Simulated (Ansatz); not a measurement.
## BaTiO3: moving Ba off its site

BaTiO3, Pm-3m, a = 4.019 Å. The structure is a COD entry; whether it is the stable form wasn't checked. Ansatz: PBE, PAW, 420 eV, Γ-centred 8×8×8 mesh on 5 atoms, Gaussian smearing 0.05 eV; no spin polarisation.

```
CELL_PARAMETERS angstrom
4.01925 0.00000 0.00000
0.00000 4.01925 0.00000
0.00000 0.00000 4.01925
ATOMIC_POSITIONS crystal
Ba 0.50000 0.50000 0.50000
Ti 0.00000 0.00000 0.00000
O 0.50000 0.00000 0.00000
O 0.00000 0.50000 0.00000
O 0.00000 0.00000 0.50000
```

Atom 1 (Ba) moves by x along the unit vector (0.707, -0.707, 0.000), with its periodic images; all else is held. y is the free energy of the cell over the start, F the force along the path summed over the moved atoms. Symmetry makes y even in x.

```tsv
x (Å)	y (meV)	F (eV/Å)
-0.200	?	?
-0.100	28.4	0.57
0.000	0.0	0.00
0.025	1.8	-0.14
0.050	7.1	-0.28
0.075	15.9	-0.43
0.125	44.7	-0.73
0.150	64.7	-0.88
0.175	88.8	-1.04
```

Fit y = c2 x² + c4 x⁴ to the energies of the other rows, give the force constant, and predict energy and force of the missing row.

Least squares on the rows shown. y = 2815 x² + 2751 x⁴. The force constant is 2 c2 = 5.63 eV/Å² (for all images moving together, not for a lone atom). The force −dy/dx at the missing row is 1.21 eV/Å (computed 1.21). At x = -0.200 the fit asked for gives 117.0 meV. The run gave 117.0 meV, the same to the digits shown.

Symmetry holds off the tilts and polar distortions that many cubic perovskites undergo.

Cost: 9 runs of about 2.7 core-minutes in all, on Arm Neoverse V2 (shared hosts).